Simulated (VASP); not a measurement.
GaN: relaxation of cell and atoms with LDA

Crystal: GaN.

```
Ga N
1.0
     3.18000    0.00000    0.00000
    -1.59000    2.75396    0.00000
     0.00000    0.00000    5.16600
Ga N
2 2
Direct
  0.33333 0.66667 0.00000
  0.66667 0.33333 0.50000
  0.33333 0.66667 0.37500
  0.66667 0.33333 0.87500
```

- Program: VASP 6.6.1
- Task: relaxation of cell and atoms
- Functional: LDA
- Potentials or basis: VASP PAW LDA potentials, release 64 (Ga_d, N)
- Cutoff: 600 eV
- k mesh: 12 × 12 × 5
- Occupations: gaussian, width 0.03 eV
- Spin: no spin polarisation
- Further INCAR settings: ALGO = Normal; EDIFF = 1e-06; IBRION = 2; EDIFFG = -0.01; NSW = 90; ISIF = 3

The relaxed volume is 11.10 Å³/atom, the relaxed cell is a = 3.157 Å, b = 3.157 Å, c = 5.147 Å, α = 90.00°, β = 90.00°, γ = 120.00° and the space group after relaxing (to 0.05 Å) is P6_3mc (No. 186). The energy gained by relaxing is 2.7 meV/atom and the ionic steps are 3. The pressure after relaxing is 0.0 GPa. The largest force after relaxing is 0.010 eV/Å and the band gap on the k mesh is 2.11 eV, direct.

Forces on the atoms (eV/Å):
```
Ga   0.000  0.000 -0.010
Ga   0.000  0.000 -0.010
N    0.000  0.000  0.010
N    0.000  0.000  0.010
```

Step by step:
```tsv
step	energy change (eV)	largest force (eV/Å)	pressure (GPa)	volume (Å³)
1	0.0000	0.1277	-3.52	45.24
2	-0.0003	0.1151	3.81	43.63
3	-0.0109	0.0097	0.01	44.42
```

Final structure:
```
Ga N
1.0
     3.15658    0.00000    0.00000
    -1.57829    2.73368    0.00000
     0.00000    0.00000    5.14741
Ga N
2 2
Cartesian
  0.0000 1.8225 5.1443
  1.5783 0.9112 2.5706
  0.0000 1.8225 1.9334
  1.5783 0.9112 4.5071
```

Levels at points of the mesh, in eV from the valence-band top:
| k point | band 15 | band 16 | band 17 | band 18 | band 19 | band 20 | band 21 | band 22 |
| --- | --- | --- | --- | --- | --- | --- | --- | --- |
| (0.00, 0.00, 0.00) | -1.08 | -0.06 | 0.00 | 0.00 | 2.11 | 4.35 | 9.19 | 9.88 |
| (0.50, 0.00, 0.00) | -4.39 | -2.87 | -2.33 | -1.04 | 4.99 | 5.64 | 5.98 | 8.68 |

It took 70 s on 1 thread of Intel(R) Xeon(R) 6975P-C (Granite Rapids), with other jobs on the host, peak memory 0.2 GiB.

As with any semilocal functional, this LDA gap is likely too small. LDA usually gives volumes a few per cent too small.
